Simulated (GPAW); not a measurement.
The system is HgTe.

```
Hg Te
1.0
     0.00000    3.18000    3.18000
     3.18000    0.00000    3.18000
     3.18000    3.18000    0.00000
Hg Te
1 1
Direct
  0.00000 0.00000 0.00000
  0.50000 0.50000 0.50000
```

Measurements of this composition are mostly on another form, of space group No. 216.

Base run:

| Quantity | Value |
| --- | --- |
| Program | GPAW 26.7.0 |
| Functional | RPBE |
| Potentials or basis | PAW data sets generated in the run's folder for this functional |
| Cutoff | 450 eV |
| Basis | pw |
| k mesh | 6 × 6 × 6 |
| Occupations | fermi-dirac, width 0.05 eV |
| Spin | no spin polarisation |

Its results: band gap on the k mesh none (metal or under the smearing width); pressure -2.4 GPa.

Task: The run is repeated on the same cell with these changes: functional from RPBE to PBE; potentials or basis from PAW data sets generated in the run's folder for this functional to GPAW PAW data sets (gpaw-data 1.2.1); cutoff from 450 eV to 500 eV. What comes out?

Result: Band gap on the k mesh none (metal or under the smearing width); pressure -3.9 GPa.

Caveats: the cutoff is short for stress and forces, so pressures can be off by a GPa or more.
